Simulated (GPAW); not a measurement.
C:

```
C
1.0
     0.00000    1.78337    1.78337
     1.78337    0.00000    1.78337
     1.78337    1.78337    0.00000
C
2
Direct
  0.25000 0.25000 0.25000
  0.00000 0.00000 0.00000
```

This isn't the form of C at room conditions, which is graphite.

The cell isn't the ideal one: the cell as VASP's run set it.

```yaml
Program: GPAW 26.7.0
Task: relaxation of cell and atoms
Functional: PBEsol
Dispersion: D4
Potentials_or_basis: PAW data sets generated in the run's folder for this functional
Cutoff: 800 eV
Basis: pw
k_mesh: 13 × 13 × 13
Occupations: improved-tetrahedron-method
Spin: no spin polarisation
```

At the start: pressure -8.2 GPa; volume 5.67 Å³/atom.

Question: How do energy, volume and symmetry change on relaxing?

Answer: Over 3 steps the energy falls by 2.1 meV/atom and the volume is 5.57 Å³/atom (-1.8 %); space group Fd-3m (No. 227, to 0.05 Å).

Step by step:
```csv
step,energy change (eV),largest force (eV/Å),pressure (GPa),volume (Å³)
1,0.0000,0.0000,-8.18,11.34
2,-0.0027,0.0000,-5.49,11.27
3,-0.0043,0.0000,0.09,11.13
```

Final structure:
```
C
1.0
     0.00000    1.77232    1.77232
     1.77232    0.00000    1.77232
     1.77232    1.77232    0.00000
C
2
Direct
  0.25000 0.25000 0.25000
  0.00000 0.00000 0.00000
```

Caveat: later steps reuse the first step's grids.
